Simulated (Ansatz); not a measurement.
InN (wurtzite)

```xyz
4
Lattice="3.5805 0.0000 0.0000 -1.7903 3.1008 0.0000 0.0000 0.0000 5.7878" Properties=species:S:1:pos:R:3 pbc="T T T"
In     1.7903     1.0336     2.9053
In     0.0000     2.0672     0.0114
N      1.7903     1.0336     0.7132
N      0.0000     2.0672     3.6071
```

In each cell atom 4 (N, nearest neighbour In at 2.183 Å; its periodic images, 3.6 Å or more away, move with it) moves by s·(0.000, 0.000, 1.000) (along Cartesian z), the rest being held.

The numbers are results of PBE (plane waves to 420 eV, PAW, scalar-relativistic; Ansatz, a quantum-chemistry and plane-wave program), not measurements. k mesh 9×9×5 (Γ-centred), Fermi-Dirac smearing 0.05 eV. Energies are smeared free energies. With partly filled bands, energies and forces of such displacements shift with the k mesh and the smearing. At this level the bands of InN touch or barely overlap; measurements give the solid a gap. InN was relaxed with its symmetry unable to fall. ΔE is measured from the undisplaced structure. The last digit holds for this mesh only.

```csv
s (Å),ΔE (meV/cell)
-0.220,210.3
-0.176,142.1
-0.132,84.4
-0.088,39.7
-0.044,10.5
0.000,0.0
0.044,11.8
0.088,49.8
0.132,118.9
0.176,224.4
0.220,372.7
```

**Question.** What force constant k = d²E/ds² at s = 0 does the table give?

**Answer.** 11 eV/Å². It is the second difference of the nearest points, corrected with the next pair.

**Question.** With k = 11.46 eV/Å² from the forces, is the well harmonic out to s = 0.220 Å?

**Answer.** ½ks² = 277 meV/cell against the computed 373 meV/cell, so the well is stiffer than harmonic there.

(For displaced atoms, the force is minus the slope of the energy, and its curvature is a force constant, which sets phonon frequencies.)
